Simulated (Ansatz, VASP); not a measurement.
**Ti in VASP and in Ansatz**

INCAR

```
PREC = Accurate ; ENCUT = 520
EDIFF = 1E-7 ; ISMEAR = -1
SIGMA = 0.1 ; LREAL = False
LASPH = True ; NELM = 60
ALGO = Normal ; ISIF = 2
LWAVE = False ; LCHARG = True
GGA = PS ; LELF = True
LVHAR = True ; NBANDS = 12
```

Contents of KPOINTS:

```
regular mesh
0
Gamma
  22 22 22
```

POSCAR

```
Ti
1.0
    0.0000000000      2.0819955946      2.0819955946
    2.0819955946      0.0000000000      2.0819955946
    2.0819955946      2.0819955946      0.0000000000
Ti
1
Direct
    0.0000000000      0.0000000000      0.0000000000
```

Input for Ansatz:

```yaml
crystal:
  lattice:
    - [0.0, 2.0819955946, 2.0819955946]
    - [2.0819955946, 0.0, 2.0819955946]
    - [2.0819955946, 2.0819955946, 0.0]
  atoms:
    - { symbol: Ti, position: [0.0, 0.0, 0.0] }
hamiltonian:
  xc: pbesol
  pseudopotentials:
    kind: paw
    azcp:
      Ti: "pseudopotentials/Ti.paw.azcp"
basis:
  ecutwfc: 420
  fft_grid_basis: typed
kpoints:
  mp_grid: { grid: [22, 22, 22], shift: [0, 0, 0] }
magnetization:
  spin_polarized: false
scf:
  occupations: { method: fermi_dirac, width: 0.1 }
output:
  stress: true
  write_density: true
  write_potential: true
  elf: true
  volumetric_format: npy
```

Alike in both runs: task single point; functional PBEsol; k mesh 22 × 22 × 22; occupations fermi-dirac, width 0.1 eV; no spin polarisation.

|  | VASP | Ansatz |
| --- | --- | --- |
| version | VASP 6.6.1 | Ansatz 0.2.0 |
| potentials or method | VASP PAW PBE potentials, release 64 (Ti_sv) | plane waves (420 eV) with PAW, scalar-relativistic |
| plane-wave cutoff (eV) | 520 | 420 |
| valence electrons in the cell | 12 | 12 |

|  | VASP | Ansatz | Ansatz less VASP |
| --- | --- | --- | --- |
| pressure (GPa) | -7.8 | -7.6 | +0.17 |

Ansatz warned: «pseudo_functional_mismatch».

Caveats: the PAW data sets were made with another functional, which shifts forces and pressure a little (VASP).
